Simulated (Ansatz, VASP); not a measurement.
Two plane-wave programs on Ti3Al

Contents of INCAR:

```
ALGO     = Normal         # electronic algorithm
EDIFF    = 1E-6           # SCF threshold, eV
ENCUT    = 520            # plane-wave cutoff, eV
GGA      = PS             # functional
ISIF     = 2              # what is computed and relaxed
ISMEAR   = -1             # smearing method
LASPH    = T              # aspherical terms in the spheres
LCHARG   = F              # write CHGCAR
LREAL    = F              # projectors in reciprocal space
LWAVE    = F              # write WAVECAR
NBANDS   = 28             # bands
NELM     = 80             # most SCF steps
PREC     = Accurate       # precision mode
SIGMA    = 0.05           # smearing width, eV
```

The input KPOINTS:

```
k-points
0
Gamma
  6 6 6
```

The input POSCAR:

```
Ti3Al
1.0
    0.0000000000      3.2100905411      3.2100905411
    3.2100905411      0.0000000000      3.2100905411
    3.2100905411      3.2100905411      0.0000000000
Ti Al
3 1
Direct
    0.7500000000      0.7500000000      0.7500000000
    0.2500000000      0.2500000000      0.2500000000
    0.0000000000      0.0000000000      0.0000000000
    0.5000000000      0.5000000000      0.5000000000
```

Input for Ansatz:

```yaml
crystal:
  lattice:
    - [0.0, 3.210090541084741, 3.210090541084741]
    - [3.210090541084741, 0.0, 3.210090541084741]
    - [3.210090541084741, 3.210090541084741, 0.0]
  atoms:
    - { symbol: Ti, position: [0.75, 0.75, 0.75] }
    - { symbol: Ti, position: [0.25, 0.25, 0.25] }
    - { symbol: Ti, position: [0.0, 0.0, 0.0] }
    - { symbol: Al, position: [0.5, 0.5, 0.5] }
basis:
  ecutwfc: 470.0
kpoints:
  mp_grid:
    grid: [6, 6, 6]
hamiltonian:
  xc: pbesol
scf:
  self_checks: high
  convergence:
    dr2_threshold: 1.0e-09
  mixing:
    algorithm: msr1
    beta: 0.2
  occupations:
    method: fermi_dirac
    width: 0.05
output:
  stress: true
```

The cell comes from a database or a generator and needn't be the stable form of this composition.

Alike in both runs: task single point; functional PBEsol; k mesh 6 × 6 × 6; occupations fermi-dirac, width 0.05 eV; no spin polarisation.

|  | VASP | Ansatz |
| --- | --- | --- |
| version | VASP 6.6.1 | Ansatz 0.2.0 |
| potentials or method | VASP PAW PBE potentials, release 64 (Ti_sv, Al) | plane waves, PAW |
| plane-wave cutoff (eV) | 520 | 470 |
| valence electrons in the cell | 39 | 39 |

```tsv
	VASP	Ansatz	Ansatz less VASP
gap on the k mesh at the Fermi level (eV)	none	none	-
pressure (GPa)	-2.8	-2.7	+0.10
```

A gap of «none» marks a metal or a gap that the smearing closes. Ansatz warned: «stress_scf_threshold_loose».

Caveats: the PAW data sets were made with another functional, which shifts forces and pressure a little (VASP).
